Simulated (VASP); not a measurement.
# VASP 6.6.1 run: AgCl

INCAR

```
SIGMA = 0.02
NELECT = 17.5
ENCUT = 520
LASPH = .TRUE.
NELM = 120
GGA = PE
LREAL = .FALSE.
IBRION = -1
ISIF = 2
NSW = 0
NBANDS = 16
PREC = Accurate
LWAVE = .FALSE.
LCHARG = .FALSE.
EDIFF = 1E-7
ISMEAR = -1
```

KPOINTS

```
KPOINTS created by Atomic Simulation Environment
0
Gamma
8 8 8
0 0 0
```

POSCAR

```
Ag Cl
 1.0000000000000000
     0.0000000000000000    2.7731725637000002    2.7731725637000002
     2.8782758037999998    0.0000000000000000    2.7731725637000002
     2.8782758037999998    2.7731725637000002    0.0000000000000000
 Ag  Cl
   1   1
Cartesian
  0.0000000000000000  0.0000000000000000  0.0000000000000000
  2.8782758037999994  2.7731725637000002  2.7731725637000002
```

The recommended PBE PAW datasets give the neutral cell 18 valence electrons.

Command

```
mpirun -np 1 vasp_std
```

OSZICAR

```
N       E                     dE             d eps       ncg     rms          rms(c)
DAV:   1     0.958440324567E+02    0.95844E+02   -0.77962E+03  1904   0.931E+02
DAV:   2    -0.340923751256E+01   -0.99253E+02   -0.91040E+02  2336   0.216E+02
DAV:   3    -0.719365888637E+01   -0.37844E+01   -0.37679E+01  2416   0.436E+01
DAV:   4    -0.722193377589E+01   -0.28275E-01   -0.28273E-01  2360   0.406E+00
DAV:   5    -0.722233029089E+01   -0.39651E-03   -0.39651E-03  2448   0.476E-01    0.571E+00
DAV:   6    -0.690298088422E+01    0.31935E+00   -0.13121E+00  2128   0.132E+01    0.472E+00
DAV:   7    -0.689395154955E+01    0.90293E-02   -0.97227E-02  2008   0.338E+00    0.249E+00
DAV:   8    -0.689250520694E+01    0.14463E-02   -0.11727E-02  2464   0.104E+00    0.337E-01
DAV:   9    -0.689245469321E+01    0.50514E-04   -0.44372E-04  2416   0.291E-01    0.161E-01
DAV:  10    -0.689252501335E+01   -0.70320E-04   -0.17959E-04  2232   0.118E-01    0.251E-02
DAV:  11    -0.689252736794E+01   -0.23546E-05   -0.67121E-06  2552   0.243E-02    0.781E-03
DAV:  12    -0.689252850579E+01   -0.11379E-05   -0.94221E-07  2232   0.839E-03    0.250E-03
DAV:  13    -0.689252854014E+01   -0.34344E-07   -0.74474E-08  1936   0.299E-03
   1 F= -.68925285E+01 E0= -.68911858E+01  d E =-.268554E-02
```

From OUTCAR

```
k-points           NKPTS =     59   k-points in BZ     NKDIM =     59   number of bands    NBANDS=     16

   NELECT =      17.5000    total number of electrons

   dimension x,y,z NGX =    30 NGY =   30 NGZ =   30
   dimension x,y,z NGXF=    60 NGYF=   60 NGZF=   60

  energy-cutoff  :      520.00
  volume of cell :       44.27
      direct lattice vectors                 reciprocal lattice vectors
     0.000000000  2.773172564  2.773172564    -0.173715111  0.180298913  0.180298913
     2.878275804  0.000000000  2.773172564     0.173715111 -0.180298913  0.180298913
     2.878275804  2.773172564  0.000000000     0.173715111  0.180298913 -0.180298913

 k-points in reciprocal lattice and weights: KPOINTS created by Atomic Simulation Env
   0.00000000  0.00000000  0.00000000       0.002
   0.12500000  0.00000000  0.00000000       0.016
   0.25000000  0.00000000  0.00000000       0.016
   0.37500000  0.00000000  0.00000000       0.016
   0.50000000  0.00000000  0.00000000       0.008
   0.12500000  0.12500000  0.00000000       0.008
   0.25000000  0.12500000  0.00000000       0.031
   0.37500000  0.12500000  0.00000000       0.031
   ...

 E-fermi :   2.6370

 k-point     1 :       0.0000    0.0000    0.0000
  band No.  band energies     occupation
      1     -11.7299      2.00000
      2       0.5103      2.00000
      3       0.5218      2.00000
      4       0.6309      2.00000
      5       0.6417      2.00000
      6       0.6417      2.00000
      7       0.9843      2.00000
      8       0.9843      2.00000
      9       1.1396      2.00000
     10       4.3956      0.00000
     11      14.2352      0.00000
     12      14.4061      0.00000
     13      14.4061      0.00000
     14      16.0186      0.00000
     15      16.3040      0.00000
     16      16.7310      0.00000

 k-point     2 :       0.1250    0.0000    0.0000
  band No.  band energies     occupation
      1     -11.6790      2.00000
      2       0.0352      2.00000
      3       0.1109      2.00000
      4       0.2384      2.00000
      5       0.6093      2.00000
      6       0.6722      2.00000
      7       0.9741      2.00000
      8       1.5490      2.00000
      9       1.5934      2.00000
     10       5.0467      0.00000
     11      13.0179      0.00000
     12      13.8154      0.00000
     13      14.1296      0.00000
     14      15.2450      0.00000
     15      15.4843      0.00000
     16      16.2838      0.00000

 k-point     3 :       0.2500    0.0000    0.0000
  band No.  band energies     occupation
      1     -11.5515      2.00000
      2      -0.7118      2.00000
      3      -0.4877      2.00000
      4      -0.3023      2.00000
      5       0.7152      2.00000
      6       0.7633      2.00000
      7       1.0511      2.00000
      8       2.2152      2.00000
      9       2.2576      2.00000
     10       6.3204      0.00000
     11      11.3045      0.00000
     12      12.4858      0.00000
     13      12.8495      0.00000
     14      15.6546      0.00000
     15      15.6961      0.00000
     16      16.1264      0.00000

 ...

  Total       -5.6284705     -6.1231128     -6.1231128      0.0000000      0.0000000      0.0000000
  in kB     -203.6970727   -221.5984135   -221.5984135      0.0000000      0.0000000      0.0000000
  external PRESSURE =    -215.6312999 kB  Pullay stress =       0.0000000 kB

 POSITION                                       TOTAL-FORCE (eV/Angst)
 -----------------------------------------------------------------------------------
      0.00000      0.00000      0.00000         0.000000      0.000000     -0.000000
      2.87828      2.77317      2.77317         0.000000     -0.000000      0.000000
 -----------------------------------------------------------------------------------
    total drift:                               -0.000000      0.000000      0.000000

  FREE ENERGIE OF THE ION-ELECTRON SYSTEM (eV)
  ---------------------------------------------------
  free  energy   TOTEN  =        -6.8925285401 eV

  energy  without entropy=       -6.8898430046  energy(sigma->0) =       -6.89118577
```

It converged. Results: pressure -21.6 GPa.

The cell is charged and sits in a uniform background.

For comparison, a separate PBE run of the intended cell, on usual settings and not on those above, gives a gap of 0.82 eV on its mesh and a pressure of -0.1 GPa.

The run above took about 37 s on one core of a shared host (Intel Xeon Platinum 8488C) and held 0.19 GiB at most.
